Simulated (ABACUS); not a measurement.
**Br under changes of volume**

One of the cells (28.997 Å³/atom); the others are scaled copies at fixed shape and fractional positions:

```xyz
1
Lattice="-1.4235 1.4235 3.5775 1.4235 -1.4235 3.5775 1.4235 1.4235 -3.5775" Properties=species:S:1:pos:R:3 pbc="T T T"
Br    0.0000    0.0000    0.0000
```

```yaml
Program: ABACUS 3.10.1
Functional: PBE
Potentials_or_basis: PseudoDojo NC SR 0.4.1 PBE standard
Cutoff: 1361 eV
Density_cutoff: 5442 eV
Basis: DZP LCAO (the cutoffs set its grid)
k_mesh: 13 × 13 × 13
Occupations: fermi-dirac, width 0.05 eV
Spin: no spin polarisation
```

```csv
volume (Å³/atom),energy over the lowest point (meV/atom),pressure (GPa)
27.257,51.62,5.3
27.837,?,?
28.417,21.65,3.1
28.997,11.99,2.3
29.577,5.37,1.5
30.157,1.47,0.7
30.737,0.00,0.1
```

Question: What does the run at 27.837 Å³/atom give?

Answer: Energy over the lowest point 34.73 meV/atom; pressure 4.1 GPa.

Worked out: A Birch-Murnaghan fit of order 3 (a polynomial in V^(-2/3)) to the other rows has its minimum at 30.83 Å³/atom, just outside them, with B0 = V·E''(V) = 31 GPa and B' = 5.0 at fixed shape and positions, which overstates the stiffness. It gives 34.72 meV/atom at 27.837 Å³/atom, against the run's 34.73, and -dE/dV = 4.1 GPa, against 4.1.

Energies are extrapolated to zero smearing.

Caveats: the atomic orbitals were generated for these runs and aren't a published set; the basis of atomic orbitals isn't converged, which shifts pressures, moduli and gaps; an odd number of electrons without spin polarisation forces a metal; a magnetic or distorted state may lie lower.
